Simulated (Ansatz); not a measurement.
## Re: all-electron results

```
Re
1.0
     2.60290    0.00000    0.00000
    -1.30145    2.25418    0.00000
     0.00000    0.00000    4.16200
Re
2
Direct
  0.33333 0.66667 0.25000
  0.66667 0.33333 0.75000
```

Atom numbers follow the list: Re1, Re2.

The cell is a database entry far from equilibrium at this level of theory, probably a faulty or high-pressure entry; it serves as a test geometry alone.

Spin–orbit coupling is left out, though it moves levels of the heavy atoms by tenths of an eV or more.

These are results of DFT, PBE, all-electron LAPW, scalar-relativistic (Ansatz 0.2.0), not measurements.

Numerical set-up: a Γ-centred 18×18×10 k mesh, Fermi–Dirac smearing of 0.05 eV, basis error target 0.25 meV/atom, no spin polarisation.

```json
{"Pressure at this cell": "114.2 GPa", "Band gap": "none: bands cross the Fermi level, a metal", "Stress xx, yy, zz (compression positive)": "111.30, 111.30, 120.06 GPa", "Density of states at the Fermi level (0.2 eV bin)": "1.30 states/eV per cell", "Volume per atom": "12.21 Å³"}
```
